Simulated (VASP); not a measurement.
# Mn2Sb (P4/nmm) in VASP: further runs

The runs below take Mn2Sb through single point, with PBEsol.

All numbers are computed with VASP 6.6.1; they aren't measurements. Logs are shortened: lines on timing, memory, paths and dates and some standing lists are left out, and cuts for length are marked.

**1. The crystal as given**

It takes space group P4/nmm (No. 129, tetragonal). The conventional cell has a = 4.078 Å, b = 4.078 Å, c = 6.557 Å, α = 90.00°, β = 90.00°, γ = 90.00°. Sb (site symmetry 4mm) is surrounded by 9 Mn at 2.74 to 2.88 Å. Around Mn (site symmetry 4mm) lie 4 Mn at 2.79 Å and 5 Sb at 2.83 to 2.88 Å. Mn (site symmetry -4m2) is surrounded by 4 Sb at 2.74 Å and 8 Mn at 2.79 to 2.88 Å.

**2. Single point, PBEsol, collinear spin, ferromagnetic start**

INCAR reads:

```
SYSTEM = Mn2Sb
PREC = Accurate
ENCUT = 520
EDIFF = 1E-6
ISMEAR = 0
SIGMA = 0.02
LREAL = .False.
LASPH = .True.
NELM = 150
ALGO = Normal
ISIF = 2
LWAVE = .False.
LCHARG = .False.
ISPIN = 2
MAGMOM = 0 0 4 4 4 4
LORBIT = 11
LMAXMIX = 4
GGA = PS
```

KPOINTS reads:

```
Automatic mesh
0
Gamma
  7 7 4
  0 0 0
```

POSCAR reads:

```
Mn2Sb
1.0
    4.0780000000      0.0000000000      0.0000000000
    0.0000000000      4.0780000000      0.0000000000
    0.0000000000      0.0000000000      6.5570000000
Sb Mn
2 4
Cartesian
    0.0000000000      2.0390000000      1.8313701000
    2.0390000000      0.0000000000      4.7256299000
    0.0000000000      2.0390000000      4.6574371000
    2.0390000000      0.0000000000      1.8995629000
    2.0390000000      2.0390000000      0.0000000000
    0.0000000000      0.0000000000      0.0000000000
```

Potentials or basis: VASP PAW PBE potentials, release 64 (Sb, Mn_pv).

Launch:

```sh
cat potpaw_PBE.64/Sb/POTCAR potpaw_PBE.64/Mn_pv/POTCAR > POTCAR
mpirun -np 1 vasp_std > vasp.out
```

OUTCAR:

```text
SYSTEM = Mn2Sb
   PREC = Accurate
   ENCUT = 520
   EDIFF = 1E-6
   ISMEAR = 0
   LREAL = .False.
   LASPH = .True.
   NELM = 150
   ISIF = 2
   ISPIN = 2
   LORBIT = 11
   GGA = PS

 ion  position               nearest neighbor table
   1  0.000  0.500  0.279-   5 2.74   6 2.74   6 2.74   5 2.74   3 2.83   4 2.88   4 2.88   4 2.88
                             4 2.88
   2  0.500  0.000  0.721-   5 2.74   6 2.74   5 2.74   6 2.74   4 2.83   3 2.88   3 2.88   3 2.88
                             3 2.88
   3  0.000  0.500  0.710-   5 2.79   6 2.79   6 2.79   5 2.79   1 2.83   2 2.88   2 2.88   2 2.88
                             2 2.88
   4  0.500  0.000  0.290-   5 2.79   6 2.79   5 2.79   6 2.79   2 2.83   1 2.88   1 2.88   1 2.88
                             1 2.88
   5  0.500  0.500  0.000-   1 2.74   2 2.74   2 2.74   1 2.74   3 2.79   4 2.79   4 2.79   3 2.79
                             6 2.88   6 2.88   6 2.88   6 2.88
   6  0.000  0.000  0.000-   1 2.74   2 2.74   1 2.74   2 2.74   3 2.79   3 2.79   4 2.79   4 2.79
                             5 2.88   5 2.88   5 2.88   5 2.88

  LATTYP: Found a simple tetragonal cell.
 ALAT       =     4.0780000000
 C/A-ratio  =     1.6078960275

  Lattice vectors:

 A1 = (   4.0780000000,   0.0000000000,   0.0000000000)
 A2 = (   0.0000000000,   4.0780000000,   0.0000000000)
 A3 = (   0.0000000000,   0.0000000000,   6.5570000000)

Analysis of symmetry for initial positions (statically):
=====================================================================
 Subroutine PRICEL returns:
 Original cell was already a primitive cell.

 Routine SETGRP: Setting up the symmetry group for a
 simple tetragonal supercell.

 Subroutine GETGRP returns: Found 16 space group operations
 (whereof  8 operations were pure point group operations)
 out of a pool of 16 trial point group operations.

The static configuration has the point symmetry D_2d.
 The point group associated with its full space group is D_4h.

Analysis of symmetry for dynamics (positions and initial velocities):
=====================================================================
 Subroutine PRICEL returns:
 Original cell was already a primitive cell.

 Routine SETGRP: Setting up the symmetry group for a
 simple tetragonal supercell.

 Subroutine GETGRP returns: Found 16 space group operations
 (whereof  8 operations were pure point group operations)
 out of a pool of 16 trial point group operations.

The dynamic configuration has the point symmetry D_2d.
 The point group associated with its full space group is D_4h.

Analysis of structural, dynamic, and magnetic symmetry:
=====================================================================
 Subroutine PRICEL returns:
 Original cell was already a primitive cell.

 Routine SETGRP: Setting up the symmetry group for a
 simple tetragonal supercell.

 Subroutine GETGRP returns: Found 16 space group operations
 (whereof  8 operations were pure point group operations)
 out of a pool of 16 trial point group operations.

The overall configuration has the point symmetry D_2d.
 The point group associated with its full space group is D_4h.

 Subroutine INISYM returns: Found 16 space group operations
 (whereof  8 operations are pure point group operations),
 and found     1 'primitive' translations

----------------------------------------------------------------------------------------

                                     Primitive cell

  volume of cell :     109.0435

  direct lattice vectors                    reciprocal lattice vectors
     4.078000000  0.000000000  0.000000000     0.245218244  0.000000000  0.000000000
     0.000000000  4.078000000  0.000000000     0.000000000  0.245218244  0.000000000
     0.000000000  0.000000000  6.557000000     0.000000000  0.000000000  0.152508769

  length of vectors
     4.078000000  4.078000000  6.557000000     0.245218244  0.245218244  0.152508769

  position of ions in fractional coordinates (direct lattice)
     0.000000000  0.500000000  0.279300000
     0.500000000  0.000000000  0.720700000
     0.000000000  0.500000000  0.710300000
     0.500000000  0.000000000  0.289700000
     0.500000000  0.500000000  0.000000000
     0.000000000  0.000000000  0.000000000

  ion indices of the primitive-cell ions
   primitive index   ion index
[... 60 lines left out ...]
   k-points           NKPTS =     30   k-points in BZ     NKDIM =     30   number of bands    NBANDS=     45
   number of dos      NEDOS =    301   number of ions     NIONS =      6
   total plane-waves  NPLWV =  45000
   dimension x,y,z NGX =    30 NGY =   30 NGZ =   50
   dimension x,y,z NGXF=    60 NGYF=   60 NGZF=  100
   ions per type =               2   4
   NGX,Y,Z   is equivalent  to a cutoff of  12.23, 12.23, 12.68 a.u.
   NGXF,Y,Z  is equivalent  to a cutoff of  24.46, 24.46, 25.35 a.u.
 SYSTEM =  Mn2Sb
   PREC   = accura    normal or accurate (medium, high low for compatibility)
   ISTART =      0    job   : 0-new  1-cont  2-samecut
   ICHARG =      2    charge: 1-file 2-atom 10-const
   ISPIN  =      2    spin polarized calculation?
   LNONCOLLINEAR =      F non collinear calculations
   LSORBIT =      F    spin-orbit coupling
   LASPH  =      T    aspherical Exc in radial PAW
   ENCUT  =  520.0 eV  38.22 Ry    6.18 a.u.   7.58  7.58 12.19*2*pi/ulx,y,z
   NELM   =    150;   NELMIN=  2; NELMDL= -5     # of ELM steps
   EDIFF  = 0.1E-05   stopping-criterion for ELM
   LREAL  =      F    real-space projection
   EDIFFG = 0.1E-04   stopping-criterion for IOM
   NSW    =      0    number of steps for IOM
   IBRION =     -1    ionic relax: 0-MD 1-quasi-New 2-CG
   NFREE  =      0    steps in history (QN), initial steepest desc. (CG)
   ISIF   =      2    stress and relaxation
   ISYM   =      2    0-nonsym 1-usesym 2-fastsym
   POTIM  = 0.5000    time-step for ionic-motion
   TEBEG  =    0.0;   TEEND  =   0.0 temperature during run
   PSTRESS=    0.0 pullay stress
   NELECT =      62.0000    total number of electrons
   NUPDOWN=      -1.0000    fix difference up-down
   EMIN   =  10.00;   EMAX   =-10.00  energy-range for DOS
   EFERMI =   0.00;   METHOD = LEGACY
   ISMEAR =     0;   SIGMA  =   0.02  broadening in eV -4-tet -1-fermi 0-gaus
   EFERMI_NEDOS =   21; number of points for ismear=-14 and -15
   IALGO  =     38    algorithm
   IMIX   =      4    mixing-type and parameters
     AMIX     =   0.40;   BMIX     =  1.00
     AMIX_MAG =   1.60;   BMIX_MAG =  1.00
  volume/ion in A,a.u.               =      18.17       122.64
  Fermi-wavevector in a.u.,A,eV,Ry     =   1.356247  2.562936 25.026644  1.839406
  Thomas-Fermi vector in A             =   2.483266
   LORBIT       =     11    0 simple, 1 ext, 2 COOP (PROOUT), +10 PAW based schemes
   GGA     = PS    functional components
   LHFCALC =     F    Hartree Fock is set to
   AEXX    =    0.0000 exact exchange contribution
   IVDW    =     0    specifies the selected vdW correction
   LEPSILON=     F    determine dielectric tensor
   LRPA    =     F    only Hartree local field effects (RPA)
 spin polarized calculation
 Gauss-broadening in eV      SIGMA  =   0.02
  energy-cutoff  :      520.00
  volume of cell :      109.04
 maximum number of plane-waves:      2955
   NGX = 15   NGY = 15   NGZ = 25

 number of electron      62.0000032 magnetization      12.9761824

 Free energy of the ion-electron system (eV)
  ---------------------------------------------------
  ext. energy  EPLUGINS =         0.00000000
  ---------------------------------------------------
  free energy    TOTEN  =       -46.55783276 eV

  energy without entropy =      -46.55622276  energy(sigma->0) =      -46.55702776

 E-fermi :   8.1800     XC(G=0): -11.4258

 val. band max:        8.1784885162   @ k =   0.0000   0.0000   0.2500
 cond. band min:       8.1803845069   @ k =   0.2857   0.1429   0.2500
 fundamental gap:      0.0018959907
 Fermi energy:         8.1799890514

 spin component 1

 k-point     1 :       0.0000    0.0000    0.0000
  band No.  band energies     occupation
      1     -41.4608      1.00000
      2     -41.4608      1.00000
      3     -41.4591      1.00000
      4     -41.4591      1.00000
      5     -41.3219      1.00000
      6     -41.3182      1.00000
[... 1093 lines left out ...]
     42      10.4615      0.00000
     43      12.0612      0.00000

 [... further k-points ...]

 spin component 2

 k-point     1 :       0.0000    0.0000    0.0000
  band No.  band energies     occupation
      1     -37.9150      1.00000
      2     -37.8844      1.00000
      3     -37.8742      1.00000
      4     -37.8742      1.00000
      5     -37.7847      1.00000
      6     -37.7847      1.00000
[... 1093 lines left out ...]
     42      12.2308      0.00000
     43      13.0850      0.00000

 [... further k-points ...]

 [bands above 43 left out]

------------------------ aborting loop because EDIFF is reached ----------------------------------------

  FORCE on cell =-STRESS in cart. coord.  units (eV):
  Direction    XX          YY          ZZ          XY          YZ          ZX
  --------------------------------------------------------------------------------------
  -------------------------------------------------------------------------------------
  Total       -6.0666829     -6.0666829     -4.5891439      0.0000000      0.0000000      0.0000000
  in kB      -89.1378691    -89.1378691    -67.4283650      0.0000000      0.0000000      0.0000000
  external PRESSURE =     -81.9013677 kB  Pullay stress =       0.0000000 kB

 VOLUME and BASIS-vectors are now :
 -----------------------------------------------------------------------------
  energy-cutoff  :      520.00
  volume of cell :      109.04
      direct lattice vectors                 reciprocal lattice vectors
     4.078000000  0.000000000  0.000000000     0.245218244  0.000000000  0.000000000
     0.000000000  4.078000000  0.000000000     0.000000000  0.245218244  0.000000000
     0.000000000  0.000000000  6.557000000     0.000000000  0.000000000  0.152508769

 POSITION                                       TOTAL-FORCE (eV/Angst)
 -----------------------------------------------------------------------------------
      0.00000      2.03900      1.83137         0.000000      0.000000      0.082760
      2.03900      0.00000      4.72563         0.000000     -0.000000     -0.082760
      0.00000      2.03900      4.65744         0.000000     -0.000000      0.025510
      2.03900      0.00000      1.89956         0.000000      0.000000     -0.025510
      2.03900      2.03900      0.00000        -0.000000     -0.000000      0.000000
      0.00000      0.00000      0.00000         0.000000      0.000000      0.000000
 -----------------------------------------------------------------------------------
    total drift:                                0.000000      0.000000      0.000000

  FREE ENERGIE OF THE ION-ELECTRON SYSTEM (eV)
  ---------------------------------------------------
  free  energy   TOTEN  =       -46.5578327587 eV

  energy  without entropy=      -46.5562227622  energy(sigma->0) =      -46.55702776

 total charge

# of ion       s       p       d       tot
------------------------------------------
    1        1.110   1.293   0.063   2.466
    2        1.110   1.293   0.063   2.466
    3        0.286   6.188   5.022  11.497
    4        0.286   6.188   5.022  11.497
    5        0.279   6.247   5.103  11.630
    6        0.279   6.247   5.103  11.630
--------------------------------------------------
tot          3.351  27.456  20.379  51.186

 magnetization (x)

# of ion       s       p       d       tot
------------------------------------------
    1        0.006  -0.113   0.005  -0.102
    2        0.006  -0.113   0.005  -0.102
    3        0.022   0.021   3.551   3.595
    4        0.022   0.021   3.551   3.595
    5        0.006   0.004   2.782   2.792
    6        0.006   0.004   2.782   2.792
--------------------------------------------------
tot          0.068  -0.174  12.676  12.570
```

Run time: 12 min. Hardware: 1 thread of Intel Xeon Platinum 8175M at 2.50GHz (Skylake/Cascade Lake), shared host; peak memory 0.37 GiB.

Results:

* Free energy: -46.5578 eV
* Pressure: -8.2 GPa
* Largest force: 0.083 eV/Å
* Band gap on the k mesh: none (metal or under the smearing width)
* Net moment: 12.98 μB per cell
* Site moments: Sb -0.10; Mn +3.60, +2.79 μB
* Valence electrons inside the program's atomic spheres: Sb 2.47; Mn 11.50, 11.63

Forces in eV/Å, atoms in the order of the input:
```
Sb   0.000  0.000  0.083
Sb   0.000  0.000 -0.083
Mn   0.000  0.000  0.026
Mn   0.000  0.000 -0.026
Mn   0.000  0.000  0.000
Mn   0.000  0.000  0.000
```

Caveat: the PAW data sets were made with another functional, which shifts forces and pressure a little; only a ferromagnetic start was run, and an antiferromagnetic order may lie lower in energy.

**3. Single point, PBEsol, collinear spin, ferromagnetic start**

run.py reads:

```python
from ase.calculators.vasp import Vasp
from ase.dft.bandgap import bandgap
from ase.io import read

atoms = read('Mn2Sb.xyz')
atoms.set_initial_magnetic_moments([0.0, 0.0, 4.0, 4.0, 4.0, 4.0])
calc = Vasp(
    directory='calc',
    xc='pbesol',
    pp='PBE',
    setups='materialsproject',
    prec='Accurate',
    encut=520,
    ediff=1e-06,
    ismear=0,
    sigma=0.02,
    lreal=False,
    lasph=True,
    nelm=120,
    algo='Normal',
    isif=2,
    lwave=False,
    lcharg=False,
    ispin=2,
    lorbit=11,
    lmaxmix=4,
    kpts=[7, 7, 4],
    gamma=True,
    nbands=44,
)
atoms.calc = calc

print('energy (eV):', atoms.get_potential_energy())
print('free energy (eV):', atoms.get_potential_energy(force_consistent=True))
print('forces (eV/A):')
print(atoms.get_forces())
print('stress (eV/A^3, Voigt):', atoms.get_stress())
print('Fermi level (eV):', calc.get_fermi_level())
print('moment (muB):', atoms.get_magnetic_moment())
print('site moments (muB):', atoms.get_magnetic_moments())
gap, top, bottom = bandgap(calc)
print('band gap (eV):', gap, 'from (spin, k, band)', top, 'to', bottom)
```

Mn2Sb.xyz reads:

```xyz
6
Lattice="4.0780000000 0.0000000000 0.0000000000 0.0000000000 4.0780000000 0.0000000000 0.0000000000 0.0000000000 6.5570000000" Properties=species:S:1:pos:R:3 pbc="T T T"
Sb     0.0000000000      2.0390000000      1.8313701000
Sb     2.0390000000      0.0000000000      4.7256299000
Mn     0.0000000000      2.0390000000      4.6574371000
Mn     2.0390000000      0.0000000000      1.8995629000
Mn     2.0390000000      2.0390000000      0.0000000000
Mn     0.0000000000      0.0000000000      0.0000000000
```

Potentials or basis: VASP PAW PBE potentials, release 64 (Sb, Mn_pv).

Launch:

```sh
python run.py
```

Log:

```text
energy (eV): -46.5570273
free energy (eV): -46.55783274
forces (eV/A):
[[ 0.          0.          0.08278181]
 [ 0.          0.         -0.08278181]
 [-0.          0.          0.02547522]
 [ 0.          0.         -0.02547522]
 [-0.          0.         -0.        ]
 [ 0.         -0.         -0.        ]]
stress (eV/A^3, Voigt): [ 0.05562085  0.05562085  0.0420725  -0.          0.         -0.        ]
Fermi level (eV): 8.17999624
moment (muB): 12.976377
site moments (muB): [-0.102 -0.102  3.595  3.595  2.792  2.792]
band gap (eV): 0.0 from (spin, k, band) (None, None, None) to (None, None, None)
```

OUTCAR:

```text
ENCUT = 520.000000
   EDIFF = 1.00e-06
   GGA = PS
   PREC = Accurate
   ISIF = 2
   ISMEAR = 0
   ISPIN = 2
   LORBIT = 11
   NELM = 120
   LASPH = .TRUE.
   LREAL = .FALSE.

 ion  position               nearest neighbor table
   1  0.000  0.500  0.279-   5 2.74   6 2.74   6 2.74   5 2.74   3 2.83   4 2.88   4 2.88   4 2.88
                             4 2.88
   2  0.500  0.000  0.721-   5 2.74   6 2.74   5 2.74   6 2.74   4 2.83   3 2.88   3 2.88   3 2.88
[... 2471 lines left out ...]
      0.00000      0.00000      0.00000         0.000000     -0.000000     -0.000000
 -----------------------------------------------------------------------------------
    total drift:                                0.000000      0.000000      0.000000

  FREE ENERGIE OF THE ION-ELECTRON SYSTEM (eV)
  ---------------------------------------------------
  free  energy   TOTEN  =       -46.5578327429 eV

  energy  without entropy=      -46.5562218641  energy(sigma->0) =      -46.55702730

 total charge

# of ion       s       p       d       tot
------------------------------------------
    1        1.110   1.293   0.063   2.466
    2        1.110   1.293   0.063   2.466
    3        0.286   6.188   5.022  11.497
    4        0.286   6.188   5.022  11.497
    5        0.279   6.247   5.103  11.630
    6        0.279   6.247   5.103  11.630
--------------------------------------------------
tot          3.351  27.456  20.379  51.186

 magnetization (x)

# of ion       s       p       d       tot
------------------------------------------
    1        0.006  -0.113   0.005  -0.102
    2        0.006  -0.113   0.005  -0.102
    3        0.022   0.021   3.551   3.595
    4        0.022   0.021   3.551   3.595
    5        0.006   0.004   2.782   2.792
    6        0.006   0.004   2.782   2.792
--------------------------------------------------
tot          0.068  -0.174  12.677  12.570
```

INCAR:

```text
ENCUT = 520.000000
SIGMA = 0.020000
EDIFF = 1.00e-06
ALGO = Normal
GGA = PS
PREC = Accurate
ISIF = 2
ISMEAR = 0
ISPIN = 2
LMAXMIX = 4
LORBIT = 11
NBANDS = 44
NELM = 120
LASPH = .TRUE.
LCHARG = .FALSE.
LWAVE = .FALSE.
LREAL = .FALSE.
MAGMOM = 2*0.0000 4*4.0000
```

It took 9.6 min on 1 thread of Intel Xeon Platinum 8175M at 2.50GHz (Skylake/Cascade Lake), shared host; peak memory 0.36 GiB.

What came out:

| Property | Result |
| --- | --- |
| Free energy | -46.5578 eV |
| Pressure | -8.2 GPa |
| Largest force | 0.083 eV/Å |
| Band gap on the k mesh | none (metal or under the smearing width) |
| Net moment | 12.98 μB per cell |
| Site moments | Sb -0.10; Mn +3.60, +2.79 μB |
| Valence electrons inside the program's atomic spheres | Sb 2.47; Mn 11.50, 11.63 |

Forces on the atoms (eV/Å):
```
Sb   0.000  0.000  0.083
Sb   0.000  0.000 -0.083
Mn   0.000  0.000  0.025
Mn   0.000  0.000 -0.025
Mn   0.000  0.000  0.000
Mn   0.000  0.000  0.000
```

Stress tensor (GPa, compression positive):
```
-8.91  0.00  0.00
 0.00 -8.91  0.00
 0.00  0.00 -6.74
```

Caveat: the PAW data sets were made with another functional, which shifts forces and pressure a little; only a ferromagnetic start was run, and an antiferromagnetic order may lie lower in energy. The run has no spin-orbit coupling, so splittings on Sb are missing.
